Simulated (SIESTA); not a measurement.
MnF2 in SIESTA: the effect of starting spin order

MnF2:

```xyz
6
Lattice="4.8738 0.0000 0.0000 0.0000 4.8738 0.0000 0.0000 0.0000 3.3107" Properties=species:S:1:pos:R:3 pbc="T T T"
Mn    2.4369    2.4369    1.6554
Mn    0.0000    0.0000    0.0000
F     3.9249    0.9489    1.6554
F     3.3858    3.3858    0.0000
F     0.9489    3.9249    1.6554
F     1.4880    1.4880    0.0000
```

Alike in all runs:

| Item | Value |
| --- | --- |
| Program | SIESTA 5.4.2 |
| Task | single point |
| Functional | PBEsol |
| Potentials or basis | PseudoDojo 0.4 standard (PBEsol files) |
| Basis | DZP (energy shift 0.003 Ry; two zetas on semicore shells) |
| Grid cutoff | 800 Ry |
| Energy shift | 0.003 Ry |
| k mesh | 6 × 6 × 8 |
| Occupations | fermi-dirac, width 0.05 eV |

```csv
starting spin order,spin,starting moments,energy over the lowest run (meV/atom),gap on the mesh (eV),pressure (GPa),largest force (eV/Å),final net moment (μB),final largest site moment (μB)
nm,"collinear spin, zero start","[0.0, 0.0, 0.0, 0.0, 0.0, 0.0] μB",?,?,?,?,?,?
fm,"collinear spin, ferromagnetic start","[4.0, 4.0, 0.0, 0.0, 0.0, 0.0] μB",20.4,1.28,-0.7,0.03,10.00,4.86
fm_larger,"collinear spin, fm_larger start","[5.5, 5.5, 0.0, 0.0, 0.0, 0.0] μB",20.4,1.28,-0.7,0.03,10.00,4.86
afm,"collinear spin, antiferromagnetic start","[4.0, -4.0, 0.0, 0.0, 0.0, 0.0] μB",0.0,2.27,-1.8,0.04,0.00,4.81
```

Q: What does the run with starting spin order nm give?

A: Energy over the lowest run 1105.0 meV/atom; gap on the mesh none; pressure -20.6 GPa; largest force 0.07 eV/Å; final net moment 0.00 μB; final largest site moment 0.00 μB.

Caveats: short orbitals over semicore shells can move pressures by several GPa; the basis of atomic orbitals isn't converged, which shifts pressures, moduli and gaps; semilocal functionals often make such compounds metallic where correlation or magnetic order opens a gap, which also shifts bond lengths (some runs).

A k mesh can miss the band edges.

A gap of «none» marks a metal or a gap under the smearing width.
